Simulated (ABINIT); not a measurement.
Runs of ABINIT 10.8.3 (patched build) on ZrB2. It takes space group P6/mmm (No. 191, hexagonal). Conventional cell: a = 3.170 Å, b = 3.170 Å, c = 3.533 Å, α = 90.00°, β = 90.00°, γ = 120.00°. Zr (site symmetry 6/mmm) has 12 B at 2.54 Å as nearest neighbours. B (site symmetry -6m2) has 3 B at 1.83 Å as nearest neighbours. 

| task | level | potentials or basis | spin | k mesh | cutoff (eV) | fine-grid cutoff | mesh quality | gap on the mesh (eV) | pressure (GPa) |
| --- | --- | --- | --- | --- | --- | --- | --- | --- | --- |
| band structure | PBEsol | JTH PAW PBE v2.0 | off | 10 × 10 × 8 | 463 | 925.187 eV | not flagged | none | -4.1 |
| band structure | LDA | JTH PAW LDA v2.0 | off | 10 × 10 × 8 | 463 | 925.187 eV | not flagged | none | (a) |
| single point | PBE | JTH PAW PBE v2.0 | off | 6 × 6 × 5 | 463 | 925.187 eV | coarse | none | 0.8 |
| band structure | PBE | SG15 NC PBE v1.2 | off | 10 × 10 × 8 | 1034 | - | not flagged | none | 0.1 |
| band structure | WC | JTH PAW PBE v2.0 | SOC, no magnetisation | 10 × 10 × 8 | 463 | 925.187 eV | not flagged | none | (b) |

Alike in all rows: cell as given; smearing fermi-dirac 0.05 eV.

Fill in the values left out.

(a) -9.0; (b) -3.5.

Caveats: some runs use coarse meshes; the PAW data sets were made with another functional, which shifts forces and pressure a little (some runs).

A k mesh can miss the band edges, and rows without SOC leave out spin-orbit coupling on Zr.

A gap of «none» marks a metal or a gap under the smearing width.
